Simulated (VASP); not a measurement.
TiPt3, 4 atoms in the cell. The structure is cubic, space group Pm-3m (No. 221). Conventional cell: a = 3.898 Å, b = 3.898 Å, c = 3.898 Å, α = 90.00°, β = 90.00°, γ = 90.00°. Ti (site symmetry m-3m) has 12 Pt at 2.76 Å as nearest neighbours. Pt (site symmetry 4/mmm) has 4 Ti at 2.76 Å and 8 Pt at 2.76 Å as nearest neighbours. 

| Property | Result |
| --- | --- |
| Program | VASP 6.6.1 |
| Task | relaxation of cell and atoms |
| Functional | PBEsol |
| Potentials or basis | VASP PAW PBE potentials, release 64 (Ti_sv, Pt) |
| Cutoff | 600 eV |
| k mesh | 10 × 10 × 10 |
| Occupations | methfessel-paxton, width 0.1 eV |
| Spin | no spin polarisation |
| Further INCAR settings | ALGO = Normal; EDIFF = 1e-07; IBRION = 2; EDIFFG = -0.005; NSW = 90; ISIF = 3 |

Potentials or basis: VASP PAW PBE potentials, release 64 (Ti_sv, Pt).

Run with:

```console
$ cat potpaw_PBE.64/Ti_sv/POTCAR potpaw_PBE.64/Pt/POTCAR > POTCAR
$ mpirun -np 1 vasp_std > vasp.out
```

Hardware: 1 thread of AMD EPYC 9R45 (Zen 5), with other jobs on the host.

Task: How long does it take, and how much memory?

Result: Wall time 59 s on 1 thread of AMD EPYC 9R45 (Zen 5) (shared host), peak memory 0.21 GiB. Counts: scf iterations 17, k points 56, ion steps 1.
